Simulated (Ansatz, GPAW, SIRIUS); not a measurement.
## Au: 3 runs at one level of theory

```
Au
1.0
    -1.65727    1.65727    1.65727
     1.65727   -1.65727    1.65727
     1.65727    1.65727   -1.65727
Au
1
Direct
  0.00000 0.00000 0.00000
```

This isn't the form of Au at room conditions, which is fcc.

Alike in all runs: task single point; functional PBEsol; k mesh 11 × 11 × 11; occupations fermi-dirac, width 0.05 eV; no spin polarisation; no spin-orbit coupling. Pressure is positive in compression and, in plane waves, holds the error of the finite cutoff.

```tsv
program and potentials	plane-wave cutoff (eV)	notes	pressure (GPa)
Ansatz, all-electron LAPW, scalar-relativistic	-	-	-8.90
GPAW, PAW data sets generated for this functional	600	11 valence electrons an atom on average; this data set often lies off other programs	-6.76
SIRIUS, PseudoDojo 0.4.1 PBEsol standard (scalar relativistic)	1054	19 valence electrons an atom on average	?
```

Task: Estimate from the other rows what the run with SIRIUS, PseudoDojo 0.4.1 PBEsol standard (scalar relativistic) gave.

Result: Pressure -9.21 GPa. The other rows, which needn't bracket it: pressure -8.90 to -6.76.
